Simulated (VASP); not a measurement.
Input of a VASP 6.6.1 run:

Contents of INCAR:

```
SYSTEM = HfC
PREC = Accurate
ENCUT = 520
EDIFF = 1E-7
ISMEAR = 0
SIGMA = 0.1
LREAL = .False.
LASPH = .True.
NELM = 60
ALGO = Normal
ISIF = 2
LWAVE = .False.
LCHARG = .False.
GGA = PS
```

KPOINTS

```
Automatic mesh
0
Gamma
  16 16 16
  0 0 0
```

File POSCAR:

```
HfC
1.0
    0.0000000000      2.3171388400      2.3171388400
    2.3171388400      0.0000000000      2.3171388400
    2.3171388400      2.3171388400      0.0000000000
Hf C
1 1
Direct
    0.0000000000      0.0000000000      0.0000000000
    0.5000000000      0.5000000000      0.5000000000
```

Potentials or basis: VASP PAW PBE potentials, release 64 (Hf_pv, C).

Command:

```bash
$ cat potpaw_PBE.64/Hf_pv/POTCAR potpaw_PBE.64/C/POTCAR > POTCAR
$ mpirun -np 1 vasp_std > vasp.out
```

(1) What does it give for the band gap on the k mesh?

(2) Predict the pressure.

Results:

(1) none (metal or under the smearing width).

(2) -4.6 GPa.

Caveat: the PAW data sets were made with another functional, which shifts forces and pressure a little.
